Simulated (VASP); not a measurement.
# Si in VASP: work function with PBEsol

Aim: the work function of Si with PBEsol.

Everything below comes from runs of VASP 6.6.1. Logs are shortened: lines on timing, memory, paths and dates and some standing lists are left out, and cuts for length are marked.

### 1 The slab as given

The cell holds a slab with vacuum, 16 atoms: a = 7.687 Å, b = 3.844 Å, c = 24.112 Å, α = 90.00°, β = 90.00°, γ = 90.00°.

The cell was built by a generator and needn't be a form met in nature.

### 2 Work function, PBEsol

The input, INCAR:

```
SYSTEM = Si
  PREC = Accurate
  ENCUT = 520
  EDIFF = 1E-6
  ISMEAR = 0
  SIGMA = 0.03
  LREAL = .FALSE.
  LASPH = .TRUE.
  NELM = 80
  ALGO = Fast
  ISIF = 2
  LWAVE = .FALSE.
  LCHARG = .TRUE.
  LDIPOL = .TRUE.
  IDIPOL = 3
  DIPOL = 0.5 0.5 0.500
  GGA = PS
  LVHAR = .TRUE.
  LVACPOTAV = .TRUE.
  KPAR = 4
```

The input, KPOINTS:

```
Automatic mesh
0
G
  4 7 1
  0 0 0
```

The input, POSCAR:

```
Si                                      
1.0
    7.6872406800      0.0000000000      0.0000000000
    0.0000000000      3.8436203400      0.0000000000
    0.0000000000      0.0000000000     24.1124750000
  Si            
    16
Direct
     0.8577824930889594    0.0000000106735673    0.3315786045900787
     0.5794387495098325    0.0000000044891387    0.2973854304672846
     0.5281005667338945    0.5000000104831526    0.3538333604544597
     0.9990632734835173    0.5000000161599936    0.3623674289721923
     0.2727158541123264    0.5000000066659357    0.4090369799911465
     0.7455501765677430    0.5000000023067004    0.4223039520689667
     0.7553756072517526    0.0000000059768406    0.4776098839515162
     0.2717053832130569    0.0000000058488543    0.4666876529731832
     0.5032886088999560    0.9999999985949185    0.5331037339466681
     0.0230008951950082    0.9999999987724649    0.5231240087714361
     0.0119205516092919    0.4999999957848824    0.5782545962762657
     0.5084866921614107    0.4999999971022294    0.5905677364564891
     0.7760461095968348    0.4999999863607469    0.6408685892789368
     0.2492551256184498    0.4999999916689014    0.6440285235634845
     0.1018236440329088    0.9999999760030897    0.6708322163452531
     0.8164462689250575    0.9999999931085837    0.6984173018926391
```

Potentials or basis: VASP PAW PBE potentials, release 64 (Si).

Started as:

```
$ cat potpaw_PBE.64/Si/POTCAR > POTCAR
$ mpirun -np 4 vasp_std > vasp.out
```

OUTCAR:

```text
SYSTEM = Si
   PREC = Accurate
   ENCUT = 520
   EDIFF = 1E-6
   ISMEAR = 0
   LREAL = .FALSE.
   LASPH = .TRUE.
   NELM = 80
   ISIF = 2
   GGA = PS

 ion  position               nearest neighbor table
   1  0.858  0.000  0.332-   2 2.29   4 2.33   4 2.33   6 3.04   6 3.04
   2  0.579  0.000  0.297-   1 2.29   3 2.39   3 2.39
   3  0.528  0.500  0.354-   6 2.35   5 2.37   2 2.39   2 2.39
   4  0.999  0.500  0.362-   1 2.33   1 2.33   5 2.39   6 2.43
   5  0.273  0.500  0.409-   8 2.37   8 2.37   3 2.37   4 2.39
   6  0.746  0.500  0.422-   7 2.34   7 2.34   3 2.35   4 2.43   1 3.04   1 3.04
   7  0.755  0.000  0.478-  10 2.33   6 2.34   6 2.34   9 2.35
   8  0.272  0.000  0.467-  10 2.35   5 2.37   5 2.37   9 2.39
   9  0.503  1.000  0.533-   7 2.35  12 2.37  12 2.37   8 2.39
  10  0.023  1.000  0.523-   7 2.33  11 2.34  11 2.34   8 2.35
  11  0.012  0.500  0.578-  10 2.34  10 2.34  13 2.36  14 2.42  15 3.03  15 3.03
  12  0.508  0.500  0.591-   9 2.37   9 2.37  14 2.37  13 2.39
  13  0.776  0.500  0.641-  11 2.36  12 2.39  16 2.39  16 2.39
  14  0.249  0.500  0.644-  15 2.32  15 2.32  12 2.37  11 2.42
  15  0.102  1.000  0.671-  16 2.29  14 2.32  14 2.32  11 3.03  11 3.03
  16  0.816  1.000  0.698-  15 2.29  13 2.39  13 2.39

  LATTYP: Found a simple orthorhombic cell.
 ALAT       =     3.8436203400
 B/A-ratio  =     2.0000000000
 C/A-ratio  =     6.2733758454

  Lattice vectors:

 A1 = (   0.0000000000,  -3.8436203400,   0.0000000000)
 A2 = (   7.6872406800,   0.0000000000,   0.0000000000)
 A3 = (   0.0000000000,   0.0000000000,  24.1124750000)

Analysis of symmetry for initial positions (statically):
=====================================================================
 Subroutine PRICEL returns:
 Original cell was already a primitive cell.

 Routine SETGRP: Setting up the symmetry group for a
 simple orthorhombic supercell.

 Subroutine GETGRP returns: Found  2 space group operations
 (whereof  2 operations were pure point group operations)
 out of a pool of  8 trial point group operations.

The static configuration has the point symmetry C_1h.

Analysis of symmetry for dynamics (positions and initial velocities):
=====================================================================
 Subroutine PRICEL returns:
 Original cell was already a primitive cell.

 Routine SETGRP: Setting up the symmetry group for a
 simple orthorhombic supercell.

 Subroutine GETGRP returns: Found  2 space group operations
 (whereof  2 operations were pure point group operations)
 out of a pool of  8 trial point group operations.

The dynamic configuration has the point symmetry C_1h.

 Subroutine INISYM returns: Found  2 space group operations
 (whereof  2 operations are pure point group operations),
 and found     1 'primitive' translations

----------------------------------------------------------------------------------------

                                     Primitive cell

  volume of cell :     712.4473

  direct lattice vectors                    reciprocal lattice vectors
     7.687240680  0.000000000  0.000000000     0.130085689  0.000000000  0.000000000
     0.000000000  3.843620340  0.000000000     0.000000000  0.260171378  0.000000000
     0.000000000  0.000000000 24.112475000     0.000000000  0.000000000  0.041472308

  length of vectors
     7.687240680  3.843620340 24.112475000     0.130085689  0.260171378  0.041472308

  position of ions in fractional coordinates (direct lattice)
     0.857782493  0.000000011  0.331578605
     0.579438750  0.000000004  0.297385430
     0.528100567  0.500000010  0.353833360
     0.999063273  0.500000016  0.362367429
     0.272715854  0.500000007  0.409036980
     0.745550177  0.500000002  0.422303952
[... 8 lines left out ...]
     0.101823644  0.999999976  0.670832216
     0.816446269  0.999999993  0.698417302

  ion indices of the primitive-cell ions
   primitive index   ion index
                 1           1
                 2           2
                 3           3
                 4           4
                 5           5
                 6           6
[... 8 lines left out ...]
                15          15
                16          16

----------------------------------------------------------------------------------------

 KPOINTS: Automatic mesh

Automatic generation of k-mesh.
 Grid dimensions read from file:
 generate k-points for:    4    7    1

 Generating k-lattice:

  Cartesian coordinates                     Fractional coordinates (reciprocal lattice)
     0.032521422  0.000000000  0.000000000     0.250000000  0.000000000  0.000000000
     0.000000000  0.037167340  0.000000000     0.000000000  0.142857143  0.000000000
     0.000000000  0.000000000  0.041472308     0.000000000  0.000000000  1.000000000

  Length of vectors
     0.032521422  0.037167340  0.041472308

  Shift w.r.t. Gamma in fractional coordinates (k-lattice)
     0.000000000  0.000000000  0.000000000

 Subroutine IBZKPT returns following result:
 ===========================================

 Found     12 irreducible k-points:

 Following reciprocal coordinates:
            Coordinates               Weight
  0.000000  0.000000  0.000000      1.000000
  0.250000  0.000000  0.000000      2.000000
  0.500000  0.000000  0.000000      1.000000
  0.000000  0.142857  0.000000      2.000000
  0.250000  0.142857  0.000000      4.000000
  0.500000  0.142857  0.000000      2.000000
  0.000000  0.285714  0.000000      2.000000
  0.250000  0.285714  0.000000      4.000000
  0.500000  0.285714  0.000000      2.000000
  0.000000  0.428571  0.000000      2.000000
  0.250000  0.428571  0.000000      4.000000
  0.500000  0.428571  0.000000      2.000000
   k-points           NKPTS =     12   k-points in BZ     NKDIM =     12   number of bands    NBANDS=     41
   number of dos      NEDOS =    301   number of ions     NIONS =     16
   total plane-waves  NPLWV = 324000
   dimension x,y,z NGX =    60 NGY =   30 NGZ =  180
   dimension x,y,z NGXF=   120 NGYF=   60 NGZF=  360
   ions per type =              16
   NGX,Y,Z   is equivalent  to a cutoff of  12.98, 12.98, 12.41 a.u.
   NGXF,Y,Z  is equivalent  to a cutoff of  25.95, 25.95, 24.82 a.u.
 SYSTEM =  Si
   PREC   = accura    normal or accurate (medium, high low for compatibility)
   ISTART =      0    job   : 0-new  1-cont  2-samecut
   ICHARG =      2    charge: 1-file 2-atom 10-const
   ISPIN  =      1    spin polarized calculation?
   LNONCOLLINEAR =      F non collinear calculations
   LSORBIT =      F    spin-orbit coupling
   LASPH  =      T    aspherical Exc in radial PAW
   ENCUT  =  520.0 eV  38.22 Ry    6.18 a.u.  14.29  7.15 44.83*2*pi/ulx,y,z
   NELM   =     80;   NELMIN=  2; NELMDL= -5     # of ELM steps
   EDIFF  = 0.1E-05   stopping-criterion for ELM
   LREAL  =      F    real-space projection
   EDIFFG = 0.1E-04   stopping-criterion for IOM
   NSW    =      0    number of steps for IOM
   IBRION =     -1    ionic relax: 0-MD 1-quasi-New 2-CG
   NFREE  =      0    steps in history (QN), initial steepest desc. (CG)
   ISIF   =      2    stress and relaxation
   ISYM   =      2    0-nonsym 1-usesym 2-fastsym
   POTIM  = 0.5000    time-step for ionic-motion
   TEBEG  =    0.0;   TEEND  =   0.0 temperature during run
   PSTRESS=    0.0 pullay stress
   NELECT =      64.0000    total number of electrons
   NUPDOWN=      -1.0000    fix difference up-down
   EMIN   =  10.00;   EMAX   =-10.00  energy-range for DOS
   EFERMI =   0.00;   METHOD = LEGACY
   ISMEAR =     0;   SIGMA  =   0.03  broadening in eV -4-tet -1-fermi 0-gaus
   EFERMI_NEDOS =   21; number of points for ismear=-14 and -15
   IALGO  =     68    algorithm
   IMIX   =      4    mixing-type and parameters
     AMIX     =   0.40;   BMIX     =  1.00
     AMIX_MAG =   1.60;   BMIX_MAG =  1.00
  volume/ion in A,a.u.               =      44.53       300.49
  Fermi-wavevector in a.u.,A,eV,Ry     =   0.733191  1.385530  7.314075  0.537569
  Thomas-Fermi vector in A             =   1.825839
   LORBIT       =      0    0 simple, 1 ext, 2 COOP (PROOUT), +10 PAW based schemes
   GGA     = PS    functional components
   LHFCALC =     F    Hartree Fock is set to
   AEXX    =    0.0000 exact exchange contribution
   IVDW    =     0    specifies the selected vdW correction
   LEPSILON=     F    determine dielectric tensor
   LRPA    =     F    only Hartree local field effects (RPA)
 non-spin polarized calculation
 RMM-DIIS sequential band-by-band and
 Gauss-broadening in eV      SIGMA  =   0.03
  energy-cutoff  :      520.00
  volume of cell :      712.45
 maximum number of plane-waves:     19225
 NGX is ok and might be reduce to    60
   NGX = 29   NGY = 15   NGZ = 89

 dipolmoment           0.000000      0.000000     -0.000578 electrons x Angstroem

 number of electron      63.9999999 magnetization

 dipolmoment           0.000000      0.000000      0.000724 electrons x Angstroem

 Free energy of the ion-electron system (eV)
  ---------------------------------------------------
  ext. energy  EPLUGINS =         0.00000000
  ---------------------------------------------------
  free energy    TOTEN  =       -86.91758507 eV

  energy without entropy =      -86.91758507  energy(sigma->0) =      -86.91758507

 E-fermi :  -0.0283     XC(G=0):  -4.8950

 val. band max:       -0.1578715012   @ k =   0.5000   0.1429   0.0000
 cond. band min:       0.1709573277   @ k =   0.0000   0.4286   0.0000
 fundamental gap:      0.3288288289
 Fermi energy:        -0.0282984570

 k-point     1 :       0.0000    0.0000    0.0000
  band No.  band energies     occupation
      1     -12.0921      2.00000
      2     -11.7072      2.00000
      3     -10.6358      2.00000
      4      -9.9933      2.00000
      5      -9.8663      2.00000
      6      -9.2906      2.00000
[... 517 lines left out ...]
     40       2.2538      0.00000
     41       2.3725      0.00000

------------------------ aborting loop because EDIFF is reached ----------------------------------------

  FORCE on cell =-STRESS in cart. coord.  units (eV):
  Direction    XX          YY          ZZ          XY          YZ          ZX
  --------------------------------------------------------------------------------------
  -------------------------------------------------------------------------------------
  Total       -4.6022246      0.6733492     -0.0573038      0.0000000      0.0000000     -0.1067227
  in kB      -10.3496494      1.5142520     -0.1288668      0.0000000      0.0000000     -0.2400020
  external PRESSURE =      -2.9880881 kB  Pullay stress =       0.0000000 kB

 VOLUME and BASIS-vectors are now :
 -----------------------------------------------------------------------------
  energy-cutoff  :      520.00
  volume of cell :      712.45
      direct lattice vectors                 reciprocal lattice vectors
     7.687240680  0.000000000  0.000000000     0.130085689  0.000000000  0.000000000
     0.000000000  3.843620340  0.000000000     0.000000000  0.260171378  0.000000000
     0.000000000  0.000000000 24.112475000     0.000000000  0.000000000  0.041472308

 POSITION                                       TOTAL-FORCE (eV/Angst)
 -----------------------------------------------------------------------------------
      6.59398      0.00000      7.99518        -0.001199      0.000000     -0.000576
      4.45429      0.00000      7.17070         0.001633      0.000000      0.001327
      4.05964      1.92181      8.53180         0.004750      0.000000      0.001244
      7.68004      1.92181      8.73758         0.005251      0.000000      0.002638
      2.09643      1.92181      9.86289         0.008697      0.000000      0.001381
      5.73122      1.92181     10.18279         0.006836      0.000000      0.000257
[... 8 lines left out ...]
      0.78274      3.84362     16.17543        -0.001059      0.000000      0.003721
      6.27622      3.84362     16.84057         0.001725      0.000000     -0.001913
 -----------------------------------------------------------------------------------
    total drift:                                0.000169     -0.000001     -0.000079

  FREE ENERGIE OF THE ION-ELECTRON SYSTEM (eV)
  ---------------------------------------------------
  free  energy   TOTEN  =       -86.9175850667 eV

  energy  without entropy=      -86.9175850667  energy(sigma->0) =      -86.91758507

 vacuum level on the upper side and lower side of the slab         4.859         4.854
```

Run time: 3.3 min. Hardware: 4 MPI ranks of Intel Xeon 6975P-C (Granite Rapids), shared host; peak memory 0.8 GiB.

Results:

```yaml
Free_energy: -86.9176 eV
Largest_force: 0.009 eV/Å
Band_gap_on_the_k_mesh: 0.33 eV, indirect (least direct gap 0.62 eV)
Ionisation_potential_of_the_upper_face: 5.02 eV
```

Forces in eV/Å, atoms in the order of the input:
```
Si  -0.001  0.000 -0.001
Si   0.002  0.000  0.001
Si   0.005  0.000  0.001
Si   0.005  0.000  0.003
Si   0.009  0.000  0.001
Si   0.007  0.000  0.000
Si  -0.002  0.000 -0.002
Si  -0.002  0.000 -0.001
Si  -0.003  0.000 -0.004
Si  -0.004  0.000  0.005
Si  -0.006  0.000 -0.002
Si  -0.003  0.000 -0.001
Si  -0.003  0.000 -0.002
Si  -0.004  0.000 -0.001
Si  -0.001  0.000  0.004
Si   0.002  0.000 -0.002
```

Levels at points of the mesh, in eV from the valence-band top:
```tsv
k point	band 28	band 29	band 30	band 31	band 32	band 33	band 34	band 35	band 36	band 37
(0.00, 0.00, 0.00)	-0.67	-0.65	-0.53	-0.41	-0.14	0.48	0.50	0.84	1.14	1.67
(0.50, 0.00, 0.00)	-0.70	-0.38	-0.30	-0.25	-0.23	0.39	0.72	1.59	1.71	1.95
```

Caveat: the PAW data sets were made with another functional, which shifts forces and pressure a little.
